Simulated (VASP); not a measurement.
A run of VASP 6.6.1:

Contents of INCAR:

```
ALGO = Fast
EDIFF = 1E-7
ENCUT = 520
GGA = PE
ISIF = 2
ISMEAR = 0
LASPH = T
LCHARG = F
LREAL = F
LWAVE = F
NBANDS = 26
NELM = 100
PREC = Accurate
SIGMA = 0.05
```

Contents of KPOINTS:

```
k-points
0
Gamma
  9 9 6
```

POSCAR

```
ZnO
1.0
    3.2797238684      0.0000000000      0.0000000000
   -1.6398619342      2.8403241874      0.0000000000
    0.0000000000      0.0000000000      5.2937796598
Zn O
2 2
Direct
    0.3333333333      0.6666666667      0.0014815949
    0.6666666667      0.3333333333      0.5014815949
    0.3333333333      0.6666666667      0.3806184051
    0.6666666667      0.3333333333      0.8806184051
```

Potentials or basis: VASP PAW PBE potentials, release 64 (Zn, O).

The run is started by

```console
$ cat potpaw_PBE.64/Zn/POTCAR potpaw_PBE.64/O/POTCAR > POTCAR
$ mpirun -np 1 vasp_std > vasp.out
```

Hardware: 1 thread of Intel(R) Xeon(R) 6975P-C (Granite Rapids), on a shared host.

Problem. How long does it take, and how much memory?

Solution. It took 21 s on 1 thread of Intel(R) Xeon(R) 6975P-C (Granite Rapids), on a shared host, peak memory 0.18 GiB. Counts: scf iterations 17, k points 48.
